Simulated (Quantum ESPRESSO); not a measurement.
# BaTiO3 (Barioperovskite): zone-centre phonons under several settings

```xyz
5
Lattice="3.9855 0.0000 0.0000 0.0000 2.8369 2.8451 0.0000 -2.8369 2.8451" Properties=species:S:1:pos:R:3 pbc="T T T"
Ba    0.0000    0.0000    0.0000
Ti    1.9928    0.0000    2.9157
O     1.9928    1.3804    4.2594
O     1.9928   -1.3804    4.2594
O     0.0000    0.0000    2.7735
```

All runs used Quantum ESPRESSO 7.5; k mesh 2 × 2 × 2, shifted; relaxed cell; no spin polarisation; cutoff 612 eV; occupations smeared at first, fixed for the response.

| level | potentials | volume (Å³/atom) | lowest optical mode without the field (cm⁻¹) | highest optical mode without the field (cm⁻¹) | sum of the Born charges (e) |
| --- | --- | --- | --- | --- | --- |
| LDA | GBRV 1.5 LDA | ? | ? | ? | ? |
| BLYP | GBRV 1.5 PBE | 13.48 | 154 | 477 | 0.82 |
| AM05 | GBRV 1.5 PBE | 12.63 | 163 | 490 | 0.67 |
| WC | GBRV 1.5 PBE | 12.59 | 167 | 493 | 0.65 |
| vdW-DF-cx | GBRV 1.5 PBE | 12.64 | 172 | 494 | 0.70 |

**Question.** What stands in the row left open?

**Answer.** Volume 12.23 Å³/atom; lowest optical mode without the field 174 cm⁻¹; highest optical mode without the field 504 cm⁻¹; sum of the Born charges 0.62 e.

Caveats: all runs use coarse meshes; the cell relaxed to another space group than the one typed; the potentials were made for another functional, which shifts forces and pressure (some runs).

For the row left open. Caveat: the k mesh is coarse (spacing up to 0.79 Å⁻¹), so the values aren't converged; the mesh is thin for the dielectric tensor, Born charges and intensities, which usually come out too large; the cell relaxed to another space group than the one typed; the Born charges break their sum rule by 0.62 e, a sign of too thin a mesh.
